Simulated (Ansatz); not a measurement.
# Ti: what changed settings do

All trials start from this Ansatz input:

```yaml
crystal:
  lattice:
    - [0.0, 2.03, 2.03]
    - [2.03, 0.0, 2.03]
    - [2.03, 2.03, 0.0]
  atoms:
    - { symbol: Ti, position: [0.0, 0.0, 0.0] }
basis:
  ecutwfc: 420
kpoints:
  mp_grid: { grid: [6, 6, 6] }
hamiltonian:
  xc: pbe
scf:
  occupations: { method: gaussian, width: 0.1 }
output:
  forces: true
  stress: true
  eigenvalues: true
```

Command:

```bash
ansatz run input.yaml --threads 1 --pin off --max-ram 1331MiB --backend cpu --events-out ev --progress --plain --runs-dir out
```

The run converges in 6 SCF iterations on 16 irreducible k-points: pressure 5.06 GPa, no gap.

The inputs are trials, many of them unsound on purpose. Their numbers show the effect of the settings and aren't properties of the material. Each trial's input is given as a difference from the reference's; energies are extrapolated to zero smearing where there is one, and pressure is positive in compression. Charged cells sit in a uniform background, and their pressures hang on that convention.

Problem. Trial 1:

```diff
 basis:
-  ecutwfc: 420
+  ecutwfc: "9 Ha"
 hamiltonian:
+  hubbard: { sites: [{ species: Ti, l: d, u_eff: 0.51 }] }
 scf:
+  mixing: { ndim: 3 }
+  max_iter: 94
 output:
+  dos: { projected: true }
```

What does the program give?

Solution. The run converges in 6 SCF iterations on 16 irreducible k-points: pressure 4.11 GPa (unreliable at so low a cutoff), no gap. It warns that the cutoff lies under the recommended one, 420 eV for these potentials; that the count of filled bands differs between k-points. Under a U the state reached may not be the lowest.

Problem. Trial 2:

```diff
 crystal:
+  symmetry: { detect: false }
 hamiltonian:
+  hubbard: { sites: [{ species: Ti, l: d, u_eff: 1.4 }] }
 scf:
+  max_iter: 100
```

What happens?

Solution. The run converges in 6 SCF iterations on 112 irreducible k-points: pressure 7.50 GPa, no gap. It warns that the count of filled bands differs between k-points.

Problem. Trial 3:

```diff
 hamiltonian:
+  dispersion: d3bjatm
 scf:
+  mixing: { preconditioner: kerker }
+  max_iter: 95
+magnetization:
+  spin_polarized: true
```

How does this run end?

Solution. The run converges in 10 SCF iterations on 16 irreducible k-points: pressure -0.07 GPa, no gap, cell moment 0.00 μB. It warns that no starting moments were given; that the state wasn't tested for a lower one.

Problem. Trial 4 (volume scaled):

```diff
 crystal:
   lattice:
-    - [0.0, 2.03, 2.03]
-    - [2.03, 0.0, 2.03]
-    - [2.03, 2.03, 0.0]
+    - [0.0, 2.0955286344, 2.0955286344]
+    - [2.0955286344, 0.0, 2.0955286344]
+    - [2.0955286344, 2.0955286344, 0.0]
 kpoints:
-  mp_grid: { grid: [6, 6, 6] }
+  mp_grid: { kspacing: 0.81 }
 scf:
-  occupations: { method: gaussian, width: 0.1 }
+  occupations: { method: fermi_dirac, width: "0.01 Ry" }
+  max_iter: 80
+  convergence: { dr2_threshold: "1e-7 eV" }
+  self_checks: high
```

What happens?

Solution. The run converges in 6 SCF iterations on 8 irreducible k-points: energy 24.8 meV per atom above the reference, pressure -5.14 GPa, no gap. It warns that the SCF threshold is loose for the stress.

Problem. Trial 5:

```diff
 hamiltonian:
-  xc: pbe
+  xc: rpbe
+  dispersion: d3bj
 scf:
-  occupations: { method: gaussian, width: 0.1 }
+  occupations: { method: gaussian, width: 0.017 }
```

What does the program give?

Solution. The run converges in 6 SCF iterations on 16 irreducible k-points: pressure -30.62 GPa, no gap.

Problem. Trial 6 (the one atom moved, which only shifts the crystal as a whole):

```diff
 crystal:
   atoms:
-    - { symbol: Ti, position: [0.0, 0.0, 0.0] }
+    - { symbol: Ti, position: [-0.1883470721, -0.0064008039, 0.1307145707] }
+  symmetry: { detect: true }
+total_charge: 1
 basis:
-  ecutwfc: 420
+  ecutwfc: "10 Ha"
+  ecutrho_ratio: 2
 kpoints:
-  mp_grid: { grid: [6, 6, 6] }
+  mp_grid: { grid: [3, 3, 1], shift: [0.5, 0.5, 0.5] }
 scf:
-  occupations: { method: gaussian, width: 0.1 }
+  occupations: { method: cold, width: 0.0093 }
+  max_iter: 71
```

What does the program give?

Solution. The run converges in 8 SCF iterations on 4 irreducible k-points: pressure 52.29 GPa (with the neutralising background of the charged cell), no gap. It warns that the cutoff lies under the recommended one, 420 eV for these potentials; that the mesh lowers the symmetry.